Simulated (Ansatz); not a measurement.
## O (C2/m) under compression and expansion

The reference geometry is a structure from the Materials Project; nothing is relaxed.

Functional, mesh and filling: PBE, 10×10×8 k mesh, Fermi–Dirac smearing of 0.05 eV. PAW means Ansatz 0.2.0 on its default frozen-core files; LAPW is all-electron LAPW in Ansatz 0.2.0. Site moments are integrated in spheres about the atoms, whose radii differ between the methods.

The reference run was typed so:

```yaml
crystal:
  lattice:
    - [2.8514028533, -1.66241594, 0.0]
    - [2.8514028533, 1.66241594, 0.0]
    - [-2.3944914034, 0.0, 3.6470501824]
  atoms:
    - { symbol: O, position: [0.02545383, 0.02545383, 0.15557402], spin: 1.0 }
    - { symbol: O, position: [0.97454617, 0.97454617, 0.84442598], spin: 1.0 }
magnetization:
  spin_polarized: true
kpoints:
  mp_grid: { grid: [10, 10, 8] }
scf:
  occupations: { method: fermi_dirac, width: 0.05 }
  lower_state_search: "off"
hamiltonian:
  xc: pbe
  pseudopotentials: { kind: paw }
output:
  forces: true
  stress: true
  eigenvalues: true
  populations: true
```

Command: `ansatz run input.yaml --threads 1 --pin off --max-ram 3072MiB --backend cpu --events-out ev --progress --plain --runs-dir out`

The input for «volume scaled by 1.18» by LAPW differs from it in these lines, output keys apart:

```diff
-    - [2.8514028533, -1.66241594, 0.0]
-    - [2.8514028533, 1.66241594, 0.0]
-    - [-2.3944914034, 0.0, 3.6470501824]
+    - [3.0131395707, -1.7567111732, 0.0]
+    - [3.0131395707, 1.7567111732, 0.0]
+    - [-2.5303112785, 0.0, 3.8539174526]
-  pseudopotentials: { kind: paw }
+  pseudopotentials: { kind: all_electron, lapw: { basis_error: 0.001 } }
```

The cell shown is scaled evenly to other volumes, and every spin-polarised run starts from the same moments.

```json
{"V/V₀": "0.72", "Å³/atom": "12.45", "M PAW (μB/cell)": "2.00", "M LAPW (μB/cell)": "2.00", "largest site moment, PAW (μB)": "0.47", "P PAW (GPa)": "37.3", "P LAPW (GPa)": "38.2", "F − F(unpolarised), PAW (meV/atom)": "-250"}
{"V/V₀": "0.8", "Å³/atom": "13.83", "M PAW (μB/cell)": "2.00", "M LAPW (μB/cell)": "2.00", "largest site moment, PAW (μB)": "0.50", "P PAW (GPa)": "20.8", "P LAPW (GPa)": "21.3", "F − F(unpolarised), PAW (meV/atom)": "?"}
{"V/V₀": "0.85", "Å³/atom": "14.69", "M PAW (μB/cell)": "2.00", "M LAPW (μB/cell)": "–", "largest site moment, PAW (μB)": "0.51", "P PAW (GPa)": "13.7", "P LAPW (GPa)": "–", "F − F(unpolarised), PAW (meV/atom)": "-332"}
{"V/V₀": "0.9", "Å³/atom": "15.56", "M PAW (μB/cell)": "2.00", "M LAPW (μB/cell)": "–", "largest site moment, PAW (μB)": "0.53", "P PAW (GPa)": "8.2", "P LAPW (GPa)": "–", "F − F(unpolarised), PAW (meV/atom)": "?"}
{"V/V₀": "0.95", "Å³/atom": "16.42", "M PAW (μB/cell)": "2.00", "M LAPW (μB/cell)": "–", "largest site moment, PAW (μB)": "0.55", "P PAW (GPa)": "4.0", "P LAPW (GPa)": "–", "F − F(unpolarised), PAW (meV/atom)": "-374"}
{"V/V₀": "1", "Å³/atom": "17.29", "M PAW (μB/cell)": "2.00", "M LAPW (μB/cell)": "2.00", "largest site moment, PAW (μB)": "0.56", "P PAW (GPa)": "0.7", "P LAPW (GPa)": "0.6", "F − F(unpolarised), PAW (meV/atom)": "-390"}
{"V/V₀": "1.05", "Å³/atom": "18.15", "M PAW (μB/cell)": "2.00", "M LAPW (μB/cell)": "2.00", "largest site moment, PAW (μB)": "0.57", "P PAW (GPa)": "-1.9", "P LAPW (GPa)": "-2.0", "F − F(unpolarised), PAW (meV/atom)": "-404"}
{"V/V₀": "1.1", "Å³/atom": "19.02", "M PAW (μB/cell)": "2.00", "M LAPW (μB/cell)": "2.00", "largest site moment, PAW (μB)": "0.59", "P PAW (GPa)": "-3.9", "P LAPW (GPa)": "-4.1", "F − F(unpolarised), PAW (meV/atom)": "?"}
{"V/V₀": "1.18", "Å³/atom": "20.40", "M PAW (μB/cell)": "2.00", "M LAPW (μB/cell)": "2.00", "largest site moment, PAW (μB)": "0.61", "P PAW (GPa)": "-6.3", "P LAPW (GPa)": "-6.5", "F − F(unpolarised), PAW (meV/atom)": "-430"}
```

Problem. Fill in "F − F(unpolarised), PAW (meV/atom)" for the row "0.9".

Solution. -354.

Problem. What belongs in the row "0.8", column "F − F(unpolarised), PAW (meV/atom)"?

Solution. -305.

Problem. Give the missing entry: row "1.1", column "F − F(unpolarised), PAW (meV/atom)".

Solution. -415.

The moments survive down to the smallest volume, V/V₀ = 0.72 at 37 GPa, where the largest is 0.47 μB.

Problem. How fast does the largest site moment change with volume about V₀?

Solution. d ln m/d ln V ≈ ln(0.574/0.546)/ln(1.05/0.95) = 0.51. The cell's moment hardly changes over this step, so the change is one of how the spin density is shared between this sphere and its surroundings.

Problem. Fit a third-order Birch–Murnaghan equation to the PAW pressures of the magnetic runs between 0.85 and 1.11 V₀. What are the zero-pressure volume and bulk modulus, and what do the unpolarised runs give?

Solution. V = 17.50 Å³/atom (1.012 V₀), B = 56 GPa, B′ = 3.9, with a worst miss of 0.00 GPa. The unpolarised pressures, 9.1, 4.4, 0.7, -2.1, -4.2, -5.9 GPa at V/V₀ = 0.85, 0.9, 0.95, 1, 1.05, 1.1, give 16.63 Å³/atom and 57 GPa, so the moments change the volume by +5.3 %. Cell shape and inner coordinates are held, so these aren't the relaxed crystal's values unless symmetry fixes them.

 The Ansatz runs typed with the search for lower states off end where their start leads. The magnetic state is the one that this cell and start allow. It needn't be the compound's measured order, which may need a larger cell or be absent.
